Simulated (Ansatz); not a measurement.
# BAs: how the settings move a single-point run

How sensitive is a single-point run of BAs to its settings? A reference run comes first, then one run with altered input.

Method: reference: DFT, LDA, PAW with Ansatz's default frozen-core files, scalar-relativistic, in Ansatz 0.2.0.

## 1. The starting structure

It takes space group F-43m (No. 216, cubic). Conventional cell: a = 4.819 Å, b = 4.819 Å, c = 4.819 Å, α = 90.00°, β = 90.00°, γ = 90.00°. B (site symmetry -43m) is surrounded by 4 As at 2.09 Å. As (site symmetry -43m) is surrounded by 4 B at 2.09 Å.

As a file:

```cif
data_structure
_symmetry_space_group_name_H-M 'F-43m'
_symmetry_Int_Tables_number 216
_cell_length_a 4.8193
_cell_length_b 4.8193
_cell_length_c 4.8193
_cell_angle_alpha 90.000
_cell_angle_beta 90.000
_cell_angle_gamma 90.000
_cell_volume 111.93
loop_
_atom_site_label
_atom_site_type_symbol
_atom_site_symmetry_multiplicity
_atom_site_Wyckoff_symbol
_atom_site_fract_x
_atom_site_fract_y
_atom_site_fract_z
_atom_site_occupancy
B1 B 4 c 0.25000 0.25000 0.25000 1
As1 As 4 a 0.00000 0.00000 0.00000 1
```

## 2. Baseline

input.yaml

```yaml
crystal:
  lattice:
    - [0.0, 2.409627, 2.409627]
    - [2.409627, 0.0, 2.409627]
    - [2.409627, 2.409627, 0.0]
  atoms:
    - { symbol: B, position: [0.75, 0.75, 0.75] }
    - { symbol: As, position: [0.0, 0.0, 0.0] }
kpoints:
  mp_grid: { grid: [11, 11, 11] }
  band_path:
    path:
      - [0.0, 0.0, 0.0]
      - [-0.5, -0.5, 0.0]
      - [-0.375, -0.375, 0.25]
      - [-0.375, 0.0, 0.375]
      - [0.0, 0.0, 0.0]
      - [0.0, 0.0, 0.5]
      - [-0.5, -0.25, 0.25]
      - [-0.5, -0.5, 0.0]
    npoints: 14
scf:
  occupations: { method: fermi_dirac, width: 0.01 }
hamiltonian:
  xc: lda
  pseudopotentials: { kind: paw }
output:
  forces: true
  stress: true
  eigenvalues: true
  efg: { contact_densities: true }
  populations: true
  bader: true
  dos: { projected: true, de: 0.2, e_range: [-14, 8] }
  write_density: true
  write_potential: true
  elf: true
  volumetric_format: npy
```

Launch:

```sh
$ ansatz run input.yaml --threads 1 --pin off --max-ram 2048MiB --backend cpu --events-out ev --progress --plain --runs-dir out
```

## 3. Changed: starting moments, occupations.method tetrahedron_uncorrected, spin_polarized true, width left out

Edit input.yaml of step 2 so:

```diff
@@ -6,4 +6,4 @@
   atoms:
-    - { symbol: B, position: [0.75, 0.75, 0.75] }
-    - { symbol: As, position: [0.0, 0.0, 0.0] }
+    - { symbol: B, position: [0.75, 0.75, 0.75], spin: 1.0 }
+    - { symbol: As, position: [0.0, 0.0, 0.0], spin: 2.0 }
 kpoints:
@@ -22,3 +22,3 @@
 scf:
-  occupations: { method: fermi_dirac, width: 0.01 }
+  occupations: { method: tetrahedron_uncorrected }
 hamiltonian:
@@ -32,4 +32,2 @@
   populations: true
-  bader: true
-  dos: { projected: true, de: 0.2, e_range: [-14, 8] }
   write_density: true
@@ -38 +36,3 @@
   volumetric_format: npy
+magnetization:
+  spin_polarized: true
```

Q: Predict the outcome of this session. Wanted: for each run, ending; energy change; pressure; gap; force.

As calculated:

```
                                                                                                 run     ending       energy change  pressure (GPa)  gap (eV)  force (eV/Å)  cycles  time
                                                                                           reference  converged                   0            -7.2      1.18          0.00       6  22 s
1: starting moments, occupations.method tetrahedron_uncorrected, spin_polarized true, width left out  converged  0.0 meV/atom (σ→0)            -7.2      1.18          0.00      13  13 s
```

Times don't compare one to one where runs were asked for different outputs or read a saved state (see the inputs); cycles may leave out searches for a lower state.

Residual by cycle in the longest SCF loop of each run; runs are numbered as in the table. The quantity is the density residual dr2, in eV.

```
cycle  reference    run 1
    1     0.0142     1.66
    2     8.2e-4    0.319
    3     1.3e-4    0.042
    4     1.3e-5  0.00112
    5     2.9e-7   2.3e-4
    6     1.4e-9   6.6e-6
    8          -   3.0e-6
    9          -   3.8e-6
   10          -   6.2e-6
   11          -   2.0e-8
   12          -   7.7e-9
   13          -  1.2e-13
```

With the changed spin polarisation and smearing the energy stays within 0.5 meV/atom: no moment survives, so both runs end on the same non-magnetic state.

The gaps are Kohn-Sham values of a semilocal functional, not quasiparticle or optical gaps. Such gaps usually fall short of the measured ones.
